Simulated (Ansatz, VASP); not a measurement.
# One calculation of WC, two programs

```
CELL_PARAMETERS angstrom
-2.92091 0.00000 -2.85358
1.46045 -2.52957 0.00000
-2.92091 0.00000 2.85358
ATOMIC_POSITIONS crystal
W 0.00000 0.00000 0.00000
W 0.50000 0.00000 0.50000
C 0.91666 0.66667 0.41667
C 0.41667 0.66667 0.91666
```

Alike in both runs: task relaxation of cell and atoms; functional PBE; k mesh 7 × 7 × 7; no spin polarisation; Hubbard terms W d U = 4.66 eV, J = 0.92 eV.

|  | VASP | Ansatz |
| --- | --- | --- |
| version | VASP 6.6.1 | Ansatz 0.2.0 |
| potentials or method | VASP PAW PBE potentials, release 64 (W_sv, C) | PAW plane waves |
| plane-wave cutoff (eV) | 600 | 420 |
| occupations | methfessel-paxton of order 1, width 0.1057 eV | cold, width 0.1057 eV |
| valence electrons in the cell | 36 | 36 |

```csv
,VASP,Ansatz,Ansatz less VASP
"gap on the k mesh at the Fermi level, each at its own relaxed structure (eV)",none,none,-
relaxed volume (Å³/atom),10.77,10.55,-0.228
relaxed cell length with the largest relative difference (Å),4.111,4.080,-0.0307
energy change over the relaxation (meV/atom),-6,0,+5.6
```

The programs project onto different local orbitals, so the same U acts differently. A gap of «none» marks a metal or a gap that the smearing closes. Ansatz warned: «filled_band_counts_differ_across_k_points».

Caveats: U without spin polarisation on a metal has little footing; the U is typed as a test and isn't derived for this compound. PBE usually gives volumes a little too large and moduli too small. Spin-orbit coupling is left out, which matters for the levels of W.
